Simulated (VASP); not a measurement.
# Be (Fm-3m) in VASP: settings compared, part 2 of 2

VASP 6.6.1.

## (3) Relaxation of cell and atoms, revPBE+D3

Input file INCAR:

```
SYSTEM = Be
PREC = Accurate
ENCUT = 600
EDIFF = 1E-6
ISMEAR = -1
SIGMA = 0.05
LREAL = .False.
LASPH = .True.
NELM = 100
ALGO = Fast
ISIF = 3
LWAVE = .False.
LCHARG = .False.
GGA = RE
IVDW = 11
IBRION = 2
NSW = 40
EDIFFG = -0.02
```

Input file KPOINTS:

```
Automatic mesh
0
Gamma
  14 14 14
  0 0 0
```

Input file POSCAR:

```
Be
1.0
    0.0000000000      1.5790500000      1.5790500000
    1.5790500000      0.0000000000      1.5790500000
    1.5790500000      1.5790500000      0.0000000000
Be
1
Direct
    0.0000000000      0.0000000000      0.0000000000
```

Potentials or basis: VASP PAW PBE potentials, release 64 (Be).

Run with:

```
$ cat potpaw_PBE.64/Be/POTCAR > POTCAR
$ mpirun -np 1 vasp_std > vasp.out
```

OUTCAR:

```text
SYSTEM = Be
   PREC = Accurate
   ENCUT = 600
   EDIFF = 1E-6
   ISMEAR = -1
   LREAL = .False.
   LASPH = .True.
   NELM = 100
   ISIF = 3
   GGA = RE
   IVDW = 11
   IBRION = 2
   NSW = 40
   EDIFFG = -0.02
 IVDW          = 11

 ion  position               nearest neighbor table
   1  0.000  0.000  0.000-

  LATTYP: Found a face centered cubic cell.
 ALAT       =     3.1581000000

  Lattice vectors:

 A1 = (   0.0000000000,   1.5790500000,   1.5790500000)
 A2 = (   1.5790500000,   0.0000000000,   1.5790500000)
 A3 = (   1.5790500000,   1.5790500000,   0.0000000000)

Analysis of symmetry for initial positions (statically):
=====================================================================
 Subroutine PRICEL returns:
 Original cell was already a primitive cell.

 Routine SETGRP: Setting up the symmetry group for a
 face centered cubic supercell.

 Subroutine GETGRP returns: Found 48 space group operations
 (whereof 48 operations were pure point group operations)
 out of a pool of 48 trial point group operations.

The static configuration has the point symmetry O_h .

Analysis of symmetry for dynamics (positions and initial velocities):
=====================================================================
 Subroutine PRICEL returns:
 Original cell was already a primitive cell.

 Routine SETGRP: Setting up the symmetry group for a
 face centered cubic supercell.

 Subroutine GETGRP returns: Found 48 space group operations
 (whereof 48 operations were pure point group operations)
 out of a pool of 48 trial point group operations.

The dynamic configuration has the point symmetry O_h .

 Subroutine INISYM returns: Found 48 space group operations
 (whereof 48 operations are pure point group operations),
 and found     1 'primitive' translations

----------------------------------------------------------------------------------------

                                     Primitive cell

  volume of cell :       7.8744

  direct lattice vectors                    reciprocal lattice vectors
     0.000000000  1.579050000  1.579050000    -0.316646085  0.316646085  0.316646085
[... 93 lines left out ...]
   TEBEG  =    0.0;   TEEND  =   0.0 temperature during run
   PSTRESS=    0.0 pullay stress
   NELECT =       2.0000    total number of electrons
   NUPDOWN=      -1.0000    fix difference up-down
   EMIN   =  10.00;   EMAX   =-10.00  energy-range for DOS
   EFERMI =   0.00;   METHOD = LEGACY
   ISMEAR =    -1;   SIGMA  =   0.05  broadening in eV -4-tet -1-fermi 0-gaus
   EFERMI_NEDOS =   21; number of points for ismear=-14 and -15
   IALGO  =     68    algorithm
   IMIX   =      4    mixing-type and parameters
     AMIX     =   0.40;   BMIX     =  1.00
     AMIX_MAG =   1.60;   BMIX_MAG =  1.00
  volume/ion in A,a.u.               =       7.87        53.14
  Fermi-wavevector in a.u.,A,eV,Ry     =   1.036762  1.959196 14.624560  1.074875
  Thomas-Fermi vector in A             =   2.171168
   LORBIT       =      0    0 simple, 1 ext, 2 COOP (PROOUT), +10 PAW based schemes
   GGA     = RE    functional components
   LHFCALC =     F    Hartree Fock is set to
   AEXX    =    0.0000 exact exchange contribution
   IVDW    =    11    specifies the selected vdW correction
   LEPSILON=     F    determine dielectric tensor
   LRPA    =     F    only Hartree local field effects (RPA)
 conjugate gradient relaxation of ions
 non-spin polarized calculation
 RMM-DIIS sequential band-by-band and
  energy-cutoff  :      600.00
  volume of cell :        7.87
 maximum number of plane-waves:       279
 NGX is ok and might be reduce to    18
   NGX =  9   NGY =  9   NGZ =  9

--------------------------------------- Ionic step        1  -------------------------------------------

 number of electron       2.0000000 magnetization

 Free energy of the ion-electron system (eV)
  ---------------------------------------------------
  ext. energy  EPLUGINS =         0.00000000
  ---------------------------------------------------
  free energy    TOTEN  =        -3.46936480 eV

  energy without entropy =       -3.46826162  energy(sigma->0) =       -3.46881321

------------------------ aborting loop because EDIFF is reached ----------------------------------------

 Edisp (eV)   -0.41981

 E8    (eV) :    -0.1552
[... 69 lines left out ...]
--------------------------------------- Ionic step        3  -------------------------------------------

 number of electron       2.0000000 magnetization

 Free energy of the ion-electron system (eV)
  ---------------------------------------------------
  ext. energy  EPLUGINS =         0.00000000
  ---------------------------------------------------
  free energy    TOTEN  =        -3.44213128 eV

  energy without entropy =       -3.44144119  energy(sigma->0) =       -3.44178623

 E-fermi :   8.2474     XC(G=0): -10.8742

 val. band max:        8.1299539087   @ k =  -0.2857   0.4286   0.2143
 cond. band min:       8.3003682366   @ k =  -0.2857   0.5000   0.2143
 fundamental gap:      0.1704143279
 Fermi energy:         8.2474276839

 k-point     1 :       0.0000    0.0000    0.0000
  band No.  band energies     occupation
      1      -4.0661      2.00000
      2      29.1264      0.00000
      3      29.1264      0.00000
      4      29.1264      0.00000
      5      38.7419      0.00000
[... 177 lines left out ...]
 k-point    24 :       0.2857    0.1429    0.0000
  band No.  band energies     occupation
      1      -1.4904      2.00000
      2      19.0164      0.00000
      3      23.5456      0.00000
      4      27.5137      0.00000
      5      31.8918      0.00000

 [... further k-points ...]

------------------------ aborting loop because EDIFF is reached ----------------------------------------

 Edisp (eV)   -0.46399

 E8    (eV) :    -0.1729
[... 24 lines left out ...]
  FREE ENERGIE OF THE ION-ELECTRON SYSTEM (eV)
  ---------------------------------------------------
  free  energy   TOTEN  =        -3.9061188476 eV

  energy  without entropy=       -3.9054287556  energy(sigma->0) =       -3.90577380

 reached required accuracy - stopping structural energy minimisation
```

CONTCAR:

```text
Be
   1.00000000000000
     0.0000000000000000    1.5399461693064100    1.5399461693064100
     1.5399461693064100    0.0000000000000000    1.5399461693064100
     1.5399461693064100    1.5399461693064100   -0.0000000000000000
  Be
     1
Direct
     0.0000000000000000    0.0000000000000000    0.0000000000000000

  0.00000000E+00  0.00000000E+00  0.00000000E+00
```

Wall time 6.4 s (1 thread of Intel Xeon Platinum 8375C at 2.90GHz (Ice Lake), shared host); peak memory 0.12 GiB.

Results:

- Free energy: -3.9061 eV
- Relaxed volume: 7.30 Å³/atom
- Relaxed cell: a = 2.178 Å, b = 2.178 Å, c = 2.178 Å, α = 60.00°, β = 60.00°, γ = 60.00°
- Space group after relaxing (to 0.05 Å): Fm-3m (No. 225)
- Energy gained by relaxing: 16.9 meV/atom
- Ionic steps: 3
- Pressure after relaxing: -0.1 GPa
- Band gap on the k mesh: none (metal or under the smearing width)
- Dispersion energy per atom: -0.464 eV

The path:
```csv
step,energy change (eV),largest force (eV/Å),pressure (GPa),volume (Å³)
1,0.0000,0.0000,-8.82,7.87
2,-0.0165,0.0000,-1.64,7.39
3,-0.0169,0.0000,-0.08,7.30
```

Final structure:
```
Be
1.0
     0.00000    1.53995    1.53995
     1.53995    0.00000    1.53995
     1.53995    1.53995    0.00000
Be
1
Cartesian
  0.0000 0.0000 0.0000
```

Levels at points of the mesh, in eV from the Fermi level:
| k point | band 1 | band 2 | band 3 | band 4 |
| --- | --- | --- | --- | --- |
| (0.00, 0.00, 0.00) | -12.31 | 20.88 | 20.88 | 20.88 |
| (0.50, 0.00, 0.00) | -5.56 | 0.25 | 17.72 | 17.72 |
| (0.50, 0.50, 0.00) | -2.76 | 4.14 | 10.22 | 10.22 |

Caveat: the PAW data sets were made with another functional, which shifts forces and pressure a little; pairwise dispersion overbinds metals, which lowers pressure and volume.
